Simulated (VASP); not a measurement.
# AgCl (Chlorargyrite) (Fm-3m) in VASP: further runs

One crystal, AgCl (Chlorargyrite), is run at these levels: r2SCAN, PBE; tasks: single point.

All numbers are computed with VASP 6.6.1; they aren't measurements. Logs are shortened: lines on timing, memory, paths and dates and some standing lists are left out, and cuts for length are marked.

**The experiment to reproduce.**

A printed reference work, data compilation reports, for a bulk crystal of AgCl: band gap 3.249 eV (indirect).

How close the calculation comes is told below.

## Step 1: The structure

It takes space group Fm-3m (No. 225, cubic). Conventional cell: a = 5.470 Å, b = 5.470 Å, c = 5.470 Å, α = 90.00°, β = 90.00°, γ = 90.00°. Ag (site symmetry m-3m) has 6 Cl at 2.73 Å as nearest neighbours. Cl (site symmetry m-3m) has 6 Ag at 2.73 Å as nearest neighbours.

## Step 2: Single point, r2SCAN

POSCAR

```
AgCl
1.0
    0.0000000000      2.7350000000      2.7350000000
    2.7350000000      0.0000000000      2.7350000000
    2.7350000000      2.7350000000      0.0000000000
Ag Cl
1 1
Direct
    0.0000000000      0.0000000000      0.0000000000
    0.5000000000      0.5000000000      0.5000000000
```

INCAR.step1

```
ALGO = Normal
EDIFF = 1E-4
ENCUT = 520
GGA = PE
ISMEAR = 1
LASPH = T
LCHARG = F
LREAL = F
LWAVE = T
NBANDS = 16
NELM = 100
PREC = Accurate
SIGMA = 0.05
```

INCAR.step2

```
ALGO = Normal
EDIFF = 1E-6
ENCUT = 520
ISIF = 2
ISMEAR = 1
ISTART = 1
LASPH = T
LCHARG = T
LELF = T
LMIXTAU = T
LREAL = F
LVHAR = T
LWAVE = F
METAGGA = R2SCAN
NBANDS = 16
NELM = 100
PREC = Accurate
SIGMA = 0.05
```

KPOINTS

```
k-points
0
Gamma
  7 7 7
```

Potentials or basis: VASP PAW PBE potentials, release 64 (Ag, Cl).

The run is started by

```bash
cat potpaw_PBE.64/Ag/POTCAR potpaw_PBE.64/Cl/POTCAR > POTCAR
cp INCAR.step1 INCAR
mpirun -np 1 vasp_std > vasp.out
cp INCAR.step2 INCAR
mpirun -np 1 vasp_std > vasp.out
```

OUTCAR:

```text
EDIFF = 1E-6
   ENCUT = 520
   ISIF = 2
   ISMEAR = 1
   ISTART = 1
   LASPH = T
   LREAL = F
   METAGGA = R2SCAN
   NELM = 100
   PREC = Accurate

 ion  position               nearest neighbor table
   1  0.000  0.000  0.000-   2 2.73   2 2.73   2 2.73   2 2.73   2 2.73   2 2.73
   2  0.500  0.500  0.500-   1 2.73   1 2.73   1 2.73   1 2.73   1 2.73   1 2.73

  LATTYP: Found a face centered cubic cell.
 ALAT       =     5.4700000000

  Lattice vectors:

 A1 = (   0.0000000000,   2.7350000000,   2.7350000000)
 A2 = (   2.7350000000,   0.0000000000,   2.7350000000)
 A3 = (   2.7350000000,   2.7350000000,   0.0000000000)

Analysis of symmetry for initial positions (statically):
=====================================================================
 Subroutine PRICEL returns:
 Original cell was already a primitive cell.

 Routine SETGRP: Setting up the symmetry group for a
 face centered cubic supercell.

 Subroutine GETGRP returns: Found 48 space group operations
 (whereof 48 operations were pure point group operations)
 out of a pool of 48 trial point group operations.

The static configuration has the point symmetry O_h .

Analysis of symmetry for dynamics (positions and initial velocities):
=====================================================================
 Subroutine PRICEL returns:
 Original cell was already a primitive cell.

 Routine SETGRP: Setting up the symmetry group for a
 face centered cubic supercell.

 Subroutine GETGRP returns: Found 48 space group operations
 (whereof 48 operations were pure point group operations)
 out of a pool of 48 trial point group operations.

The dynamic configuration has the point symmetry O_h .

 Subroutine INISYM returns: Found 48 space group operations
 (whereof 48 operations are pure point group operations),
 and found     1 'primitive' translations

----------------------------------------------------------------------------------------

                                     Primitive cell

  volume of cell :      40.9168

  direct lattice vectors                    reciprocal lattice vectors
     0.000000000  2.735000000  2.735000000    -0.182815356  0.182815356  0.182815356
     2.735000000  0.000000000  2.735000000     0.182815356 -0.182815356  0.182815356
     2.735000000  2.735000000  0.000000000     0.182815356  0.182815356 -0.182815356

  length of vectors
     3.867874093  3.867874093  3.867874093     0.316645486  0.316645486  0.316645486

  position of ions in fractional coordinates (direct lattice)
     0.000000000  0.000000000  0.000000000
     0.500000000  0.500000000  0.500000000

  ion indices of the primitive-cell ions
   primitive index   ion index
                 1           1
                 2           2

----------------------------------------------------------------------------------------

 KPOINTS: k-points

Automatic generation of k-mesh.
 Grid dimensions read from file:
 generate k-points for:    7    7    7

 Generating k-lattice:

  Cartesian coordinates                     Fractional coordinates (reciprocal lattice)
    -0.026116479  0.026116479  0.026116479     0.142857143  0.000000000  0.000000000
     0.026116479 -0.026116479  0.026116479     0.000000000  0.142857143  0.000000000
     0.026116479  0.026116479 -0.026116479     0.000000000  0.000000000  0.142857143

  Length of vectors
     0.045235069  0.045235069  0.045235069

  Shift w.r.t. Gamma in fractional coordinates (k-lattice)
     0.000000000  0.000000000  0.000000000

 Subroutine IBZKPT returns following result:
 ===========================================

 Found     20 irreducible k-points:

 Following reciprocal coordinates:
            Coordinates               Weight
  0.000000  0.000000  0.000000      1.000000
  0.142857  0.000000  0.000000      8.000000
  0.285714  0.000000  0.000000      8.000000
  0.428571  0.000000  0.000000      8.000000
  0.142857  0.142857  0.000000      6.000000
  0.285714  0.142857  0.000000     24.000000
[... 12 lines left out ...]
 -0.428571  0.428571  0.142857     24.000000
 -0.285714  0.428571  0.142857     24.000000
   k-points           NKPTS =     20   k-points in BZ     NKDIM =     20   number of bands    NBANDS=     16
   number of dos      NEDOS =    301   number of ions     NIONS =      2
   total plane-waves  NPLWV =  27000
   dimension x,y,z NGX =    30 NGY =   30 NGZ =   30
   dimension x,y,z NGXF=    60 NGYF=   60 NGZF=   60
   ions per type =               1   1
   NGX,Y,Z   is equivalent  to a cutoff of  12.89, 12.89, 12.89 a.u.
   NGXF,Y,Z  is equivalent  to a cutoff of  25.79, 25.79, 25.79 a.u.
 SYSTEM =  unknown system
   PREC   = accura    normal or accurate (medium, high low for compatibility)
   ISTART =      1    job   : 0-new  1-cont  2-samecut
   ICHARG =      0    charge: 1-file 2-atom 10-const
   ISPIN  =      1    spin polarized calculation?
   LNONCOLLINEAR =      F non collinear calculations
   LSORBIT =      F    spin-orbit coupling
   LASPH  =      T    aspherical Exc in radial PAW
   ENCUT  =  520.0 eV  38.22 Ry    6.18 a.u.   7.19  7.19  7.19*2*pi/ulx,y,z
   NELM   =    100;   NELMIN=  2; NELMDL=  0     # of ELM steps
   EDIFF  = 0.1E-05   stopping-criterion for ELM
   LREAL  =      F    real-space projection
   EDIFFG = 0.1E-04   stopping-criterion for IOM
   NSW    =      0    number of steps for IOM
   IBRION =     -1    ionic relax: 0-MD 1-quasi-New 2-CG
   NFREE  =      0    steps in history (QN), initial steepest desc. (CG)
   ISIF   =      2    stress and relaxation
   ISYM   =      2    0-nonsym 1-usesym 2-fastsym
   POTIM  = 0.5000    time-step for ionic-motion
   TEBEG  =    0.0;   TEEND  =   0.0 temperature during run
   PSTRESS=    0.0 pullay stress
   NELECT =      18.0000    total number of electrons
   NUPDOWN=      -1.0000    fix difference up-down
   EMIN   =  10.00;   EMAX   =-10.00  energy-range for DOS
   EFERMI =   0.00;   METHOD = LEGACY
   ISMEAR =     1;   SIGMA  =   0.05  broadening in eV -4-tet -1-fermi 0-gaus
   EFERMI_NEDOS =   21; number of points for ismear=-14 and -15
   IALGO  =     38    algorithm
   IMIX   =      4    mixing-type and parameters
     AMIX     =   0.40;   BMIX     =  1.00
     AMIX_MAG =   1.60;   BMIX_MAG =  1.00
  volume/ion in A,a.u.               =      20.46       138.06
  Fermi-wavevector in a.u.,A,eV,Ry     =   1.245083  2.352866 21.092186  1.550232
  Thomas-Fermi vector in A             =   2.379321
   LORBIT       =      0    0 simple, 1 ext, 2 COOP (PROOUT), +10 PAW based schemes
   METAGGA = R2SCAN    functional components
   LHFCALC =     F    Hartree Fock is set to
   AEXX    =    0.0000 exact exchange contribution
   IVDW    =     0    specifies the selected vdW correction
   LEPSILON=     F    determine dielectric tensor
   LRPA    =     F    only Hartree local field effects (RPA)
 non-spin polarized calculation
 Methfessel and Paxton  Order N= 1 SIGMA  =   0.05
  energy-cutoff  :      520.00
  volume of cell :       40.92
 maximum number of plane-waves:      1117
 NGX is ok and might be reduce to    30
   NGX = 15   NGY = 15   NGZ = 15

 number of electron      18.0000002 magnetization

 Free energy of the ion-electron system (eV)
  ---------------------------------------------------
  ext. energy  EPLUGINS =         0.00000000
  ---------------------------------------------------
  free energy    TOTEN  =       -28.63102126 eV

  energy without entropy =      -28.63147511  energy(sigma->0) =      -28.63117254

 E-fermi :   4.0330     XC(G=0): -10.7405

 val. band max:        4.0007342836   @ k =   0.4286   0.0000   0.0000
 cond. band min:       5.5082178207   @ k =   0.0000   0.0000   0.0000
 fundamental gap:      1.5074835371
 Fermi energy:         4.0329862357

 k-point     1 :       0.0000    0.0000    0.0000
  band No.  band energies     occupation
      1     -12.0256      2.00000
      2       1.4552      2.00000
      3       1.4552      2.00000
      4       1.4552      2.00000
      5       1.4723      2.00000
      6       1.4723      2.00000
[... 8 lines left out ...]
     15      18.5570      0.00000
     16      18.5570      0.00000

 k-point     2 :       0.1429    0.0000    0.0000
  band No.  band energies     occupation
      1     -11.9396      2.00000
      2       0.4700      2.00000
      3       0.5862      2.00000
      4       0.5862      2.00000
      5       1.5483      2.00000
      6       1.5483      2.00000
[... 8 lines left out ...]
     15      16.7911      0.00000
     16      17.5416      0.00000

 k-point     3 :       0.2857    0.0000    0.0000
  band No.  band energies     occupation
      1     -11.7358      2.00000
      2      -0.7494      2.00000
      3      -0.0806      2.00000
      4      -0.0806      2.00000
      5       1.7142      2.00000
      6       1.7142      2.00000
[... 8 lines left out ...]
     15      17.1991      0.00000
     16      17.4677      0.00000

 k-point     4 :       0.4286    0.0000    0.0000
  band No.  band energies     occupation
      1     -11.5601      2.00000
      2      -1.5112      2.00000
      3      -0.4331      2.00000
      4      -0.4331      2.00000
      5       1.8532      2.00000
      6       1.8532      2.00000
[... 8 lines left out ...]
     15      18.2233      0.00000
     16      18.2233      0.00000
[... 248 lines left out ...]
 k-point    18 :      -0.4286    0.2857    0.1429
  band No.  band energies     occupation
      1     -11.5181      2.00000
      2      -1.0680      2.00000
      3      -0.3924      2.00000
      4      -0.2156      2.00000
      5       1.7576      2.00000
      6       1.8892      2.00000
[... 8 lines left out ...]
     15      18.7392      0.00000
     16      20.2538      0.00000

 k-point    19 :      -0.4286    0.4286    0.1429
  band No.  band energies     occupation
      1     -11.5110      2.00000
      2      -0.7265      2.00000
      3      -0.1603      2.00000
      4       0.1060      2.00000
      5       1.6329      2.00000
      6       1.9348      2.00000
[... 8 lines left out ...]
     15      19.3456      0.00000
     16      20.3794      0.00000

 k-point    20 :      -0.2857    0.4286    0.1429
  band No.  band energies     occupation
      1     -11.4859      2.00000
      2      -0.6448      2.00000
      3      -0.4004      2.00000
      4      -0.2351      2.00000
      5       1.7837      2.00000
      6       1.9244      2.00000
[... 8 lines left out ...]
     15      18.2593      0.00000
     16      20.5230      0.00000

------------------------ aborting loop because EDIFF is reached ----------------------------------------

  FORCE on cell =-STRESS in cart. coord.  units (eV):
  Direction    XX          YY          ZZ          XY          YZ          ZX
  --------------------------------------------------------------------------------------
  -------------------------------------------------------------------------------------
  Total        0.5681977      0.5681977      0.5681977      0.0000000      0.0000000     -0.0000000
  in kB       22.2488756     22.2488756     22.2488756      0.0000000      0.0000000     -0.0000000
  external PRESSURE =      22.2488756 kB  Pullay stress =       0.0000000 kB

 VOLUME and BASIS-vectors are now :
 -----------------------------------------------------------------------------
  energy-cutoff  :      520.00
  volume of cell :       40.92
      direct lattice vectors                 reciprocal lattice vectors
     0.000000000  2.735000000  2.735000000    -0.182815356  0.182815356  0.182815356
     2.735000000  0.000000000  2.735000000     0.182815356 -0.182815356  0.182815356
     2.735000000  2.735000000  0.000000000     0.182815356  0.182815356 -0.182815356

 POSITION                                       TOTAL-FORCE (eV/Angst)
 -----------------------------------------------------------------------------------
      0.00000      0.00000      0.00000        -0.000000      0.000000      0.000000
      2.73500      2.73500      2.73500         0.000000     -0.000000     -0.000000
 -----------------------------------------------------------------------------------
    total drift:                               -0.000000      0.000000      0.000000

  FREE ENERGIE OF THE ION-ELECTRON SYSTEM (eV)
  ---------------------------------------------------
  free  energy   TOTEN  =       -28.6310212559 eV

  energy  without entropy=      -28.6314751123  energy(sigma->0) =      -28.63117254
```

It took 31 s on 1 thread of Intel Xeon 6975P-C (Granite Rapids), shared host; peak memory 0.17 GiB.

What came out:

- Free energy: -28.6310 eV
- Pressure: 2.2 GPa
- Band gap on the k mesh: 1.51 eV, indirect (least direct gap 3.91 eV)

Caveat: the PAW data sets were made with another functional, which shifts forces and pressure a little; an odd mesh through Γ misses points on the zone boundary, where band edges often lie.

## Step 3: Single point, PBE

INCAR

```
  ALGO = Normal
  EDIFF = 1E-6
  ENCUT = 520
  GGA = PE
  ISIF = 2
  ISMEAR = -1
  LASPH = T
  LCHARG = T
  LELF = T
  LREAL = F
  LVHAR = T
  LWAVE = F
  NBANDS = 16
  NELM = 100
  PREC = Accurate
  SIGMA = 0.05
```

KPOINTS

```
k-points
0
Gamma
  12 12 12
```

POSCAR is that of step 2.

Potentials or basis: VASP PAW PBE potentials, release 64 (Ag, Cl).

The run is started by

```bash
cat potpaw_PBE.64/Ag/POTCAR potpaw_PBE.64/Cl/POTCAR > POTCAR
mpirun -np 1 vasp_std > vasp.out
```

OUTCAR:

```text
EDIFF = 1E-6
   ENCUT = 520
   GGA = PE
   ISIF = 2
   ISMEAR = -1
   LASPH = T
   LREAL = F
   NELM = 100
   PREC = Accurate

 ion  position               nearest neighbor table
   1  0.000  0.000  0.000-   2 2.73   2 2.73   2 2.73   2 2.73   2 2.73   2 2.73
   2  0.500  0.500  0.500-   1 2.73   1 2.73   1 2.73   1 2.73   1 2.73   1 2.73

  LATTYP: Found a face centered cubic cell.
 ALAT       =     5.4700000000

  Lattice vectors:

 A1 = (   0.0000000000,   2.7350000000,   2.7350000000)
 A2 = (   2.7350000000,   0.0000000000,   2.7350000000)
 A3 = (   2.7350000000,   2.7350000000,   0.0000000000)

Analysis of symmetry for initial positions (statically):
=====================================================================
 Subroutine PRICEL returns:
 Original cell was already a primitive cell.

 Routine SETGRP: Setting up the symmetry group for a
 face centered cubic supercell.

 Subroutine GETGRP returns: Found 48 space group operations
 (whereof 48 operations were pure point group operations)
 out of a pool of 48 trial point group operations.
[... 160 lines left out ...]
  free energy    TOTEN  =        -5.36565525 eV

  energy without entropy =       -5.36565427  energy(sigma->0) =       -5.36565476

 E-fermi :   4.9024     XC(G=0): -10.1850

 val. band max:        4.3569407198   @ k =   0.5000   0.0000   0.0000
 cond. band min:       5.2593696008   @ k =   0.0000   0.0000   0.0000
 fundamental gap:      0.9024288810
 Fermi energy:         4.9023669602

 k-point     1 :       0.0000    0.0000    0.0000
  band No.  band energies     occupation
      1     -11.0785      2.00000
      2       1.7425      2.00000
      3       1.7425      2.00000
      4       1.7425      2.00000
      5       1.7859      2.00000
      6       1.7859      2.00000
[... 433 lines left out ...]
      3      -0.0187      2.00000
      4      -0.0142      2.00000
      5       2.1083      2.00000
      6       2.1416      2.00000
[... 8 lines left out ...]
     15      17.8177      0.00000
     16      19.1952      0.00000

 [... further k-points ...]

------------------------ aborting loop because EDIFF is reached ----------------------------------------

  FORCE on cell =-STRESS in cart. coord.  units (eV):
  Direction    XX          YY          ZZ          XY          YZ          ZX
  --------------------------------------------------------------------------------------
  -------------------------------------------------------------------------------------
  Total        0.9630960      0.9630960      0.9630960      0.0000000      0.0000000     -0.0000000
  in kB       37.7118777     37.7118777     37.7118777      0.0000000      0.0000000     -0.0000000
  external PRESSURE =      37.7118777 kB  Pullay stress =       0.0000000 kB

 VOLUME and BASIS-vectors are now :
 -----------------------------------------------------------------------------
  energy-cutoff  :      520.00
  volume of cell :       40.92
      direct lattice vectors                 reciprocal lattice vectors
     0.000000000  2.735000000  2.735000000    -0.182815356  0.182815356  0.182815356
     2.735000000  0.000000000  2.735000000     0.182815356 -0.182815356  0.182815356
     2.735000000  2.735000000  0.000000000     0.182815356  0.182815356 -0.182815356

 POSITION                                       TOTAL-FORCE (eV/Angst)
 -----------------------------------------------------------------------------------
      0.00000      0.00000      0.00000        -0.000000      0.000000     -0.000000
      2.73500      2.73500      2.73500         0.000000     -0.000000      0.000000
 -----------------------------------------------------------------------------------
    total drift:                               -0.000000      0.000000      0.000000

  FREE ENERGIE OF THE ION-ELECTRON SYSTEM (eV)
  ---------------------------------------------------
  free  energy   TOTEN  =        -5.3656552463 eV

  energy  without entropy=       -5.3656542661  energy(sigma->0) =       -5.36565476
```

stdout:

```text
POSCAR found type information on POSCAR AgCl
 POSCAR found :  2 types and       2 ions
 scaLAPACK will be used
 LDA part: xc-table for (Slater+PW92), standard interpolation
 POSCAR, INCAR and KPOINTS ok, starting setup
 FFT: planning ... GRIDC
 FFT: planning ... GRID_SOFT
 FFT: planning ... GRID
 WAVECAR not read
 entering main loop
```

Wall time 20 s (1 thread of Intel Xeon 6975P-C (Granite Rapids), shared host); peak memory 0.19 GiB.

Results:

| Property | Result |
| --- | --- |
| Free energy | -5.3657 eV |
| Pressure | 3.8 GPa |
| Band gap on the k mesh | 0.90 eV, indirect (least direct gap 3.20 eV) |

Levels at points of the mesh, in eV from the valence-band top:
```
           k point  band 7  band 8  band 9  band 10  band 11  band 12
(0.00, 0.00, 0.00)   -2.50   -2.50   -2.50     0.90    10.84    10.84
(0.50, 0.00, 0.00)   -1.87    0.00    0.00     4.13     6.77     7.59
(0.50, 0.50, 0.00)   -2.08   -2.08   -1.96     2.31     7.96     8.77
```

## Step 4: Against experiment

Step 2. The gap isn't set beside the deposited one, since this odd mesh misses points on the zone boundary.

Step 3. Measured gap of AgCl: 3.249 eV (indirect; a printed reference work, data compilation). This calculation gives 0.90 eV (-2.35 eV). So large a miss can be the level of theory's own, or it may mean another phase, state or a wrong row. Spin-orbit coupling on Ag is left out. The value is that of PBE on a finite k mesh, which can miss the band edges, without temperature or zero-point motion. Semilocal functionals fall short of measured gaps as a rule.
